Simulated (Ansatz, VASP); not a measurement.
# Si: VASP beside Ansatz

INCAR

```
SYSTEM = Si
  ALGO = Normal
  EDIFF = 1E-7
  ENCUT = 520
  GGA = PE
  ISIF = 2
  ISMEAR = 0
  LASPH = .TRUE.
  LCHARG = .FALSE.
  LREAL = .FALSE.
  LWAVE = .FALSE.
  NELM = 60
  PREC = Accurate
  SIGMA = 0.015
```

File KPOINTS:

```
k-points
0
G
  8 8 10
  0 0 0
```

File POSCAR:

```
Si
1.0
    4.1209500000      0.0000000000      0.0000000000
   -2.0604700000      3.5688500000      0.0000000000
    0.0000000000      0.0000000000      2.6547900000
Si
2
Direct
    0.3333300000      0.6666700000      0.5000000000
    0.6666700000      0.3333300000      0.5000000000
```

File input.yaml:

```yaml
crystal:
  lattice:
    - [4.12095, 0.0, 0.0]
    - [-2.06047, 3.56885, 0.0]
    - [0.0, 0.0, 2.65479]
  atoms:
    - { symbol: Si, position: [0.33333, 0.66667, 0.5] }
    - { symbol: Si, position: [0.66667, 0.33333, 0.5] }
hamiltonian:
  xc: pbe
  pseudopotentials: { kind: paw }
kpoints:
  mp_grid: { grid: [8, 8, 10] }
scf:
  occupations: { method: gaussian, width: 0.015 }
output:
  forces: true
  stress: true
  eigenvalues: true
  write_density: true
  write_potential: true
  elf: true
  volumetric_format: npy
```

The cell was built by a generator and needn't be a form met in nature.

Alike in both runs: task single point; functional PBE; k mesh 8 × 8 × 10; occupations gaussian, width 0.015 eV; no spin polarisation.

|  | VASP | Ansatz |
| --- | --- | --- |
| version | VASP 6.6.1 | Ansatz 0.2.0 |
| potentials or method | VASP PAW PBE potentials, release 64 (Si) | Ansatz PAW |
| plane-wave cutoff (eV) | 520 | 420 |
| valence electrons in the cell | 8 | 8 |

```tsv
	VASP	Ansatz	Ansatz less VASP
gap on the k mesh at the Fermi level (eV)	none	none	-
pressure (GPa)	0.0	0.0	+0.06
largest component of the traceless stress (GPa)	0.48	0.51	+0.034
```

A gap of «none» marks a metal or a gap that the smearing closes. The functional is the same, so the differences come from potentials, cutoffs and numerics.
